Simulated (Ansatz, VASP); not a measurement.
# Ru in VASP and in Ansatz

The input INCAR:

```
PREC = Accurate ; ENCUT = 520
EDIFF = 1E-6 ; ISMEAR = 0
SIGMA = 0.15 ; LREAL = F
LASPH = T ; NELM = 60
ALGO = Fast ; ISIF = 2
LWAVE = F ; LCHARG = F
GGA = PE ; NBANDS = 13
```

File KPOINTS:

```
Automatic mesh
0
Gamma
  20 20 20
```

POSCAR

```
Ru
1.0
   -0.0666779414      1.9193721696      1.9193721696
    1.9193721696     -0.0666779414      1.9193721696
    1.9193721696      1.9193721696     -0.0666779414
Ru
1
Direct
    0.0000000000      0.0000000000      0.0000000000
```

Input for Ansatz:

```yaml
crystal:
  lattice:
    - [-0.0666779414, 1.9193721696, 1.9193721696]
    - [1.9193721696, -0.0666779414, 1.9193721696]
    - [1.9193721696, 1.9193721696, -0.0666779414]
  atoms:
    - { symbol: Ru, position: [0.0, 0.0, 0.0] }
basis:
  ecutwfc: 420
kpoints:
  mp_grid: { grid: [20, 20, 20] }
hamiltonian:
  xc: pbe
scf:
  occupations: { method: gaussian, width: 0.15 }
output:
  forces: true
  stress: true
  eigenvalues: true
```

Change from the starting cell: equal engineering shear yz, xz and xy -0.0350, equal normal strain along x, y and z +0.0250.

Alike in both runs: task single point; functional PBE; k mesh 20 × 20 × 20; occupations gaussian, width 0.15 eV; no spin polarisation.

|  | VASP | Ansatz |
| --- | --- | --- |
| version | VASP 6.6.1 | Ansatz 0.2.0 |
| potentials or method | VASP PAW PBE potentials, release 64 (Ru_pv) | scalar-relativistic, plane waves, PAW |
| plane-wave cutoff (eV) | 520 | 420 |
| valence electrons in the cell | 14 | 16 |

VASP gave:

| Property | Result |
| --- | --- |
| gap on the k mesh at the Fermi level (eV) | none |
| pressure (GPa) | -17.9 |
| largest component of the traceless stress (GPa) | 6.48 |

Q: What did Ansatz give for the same quantities?

A: gap on the k mesh at the Fermi level (eV): none; pressure (GPa): -17.7; largest component of the traceless stress (GPa): 6.49.

A gap of «none» marks a metal or a gap that the smearing closes. The two sets of potentials don't hold the same shells in valence.

Caveats: so large a pressure means that the cell lies far from this level's equilibrium, or that cutoff or potentials fall short (VASP).
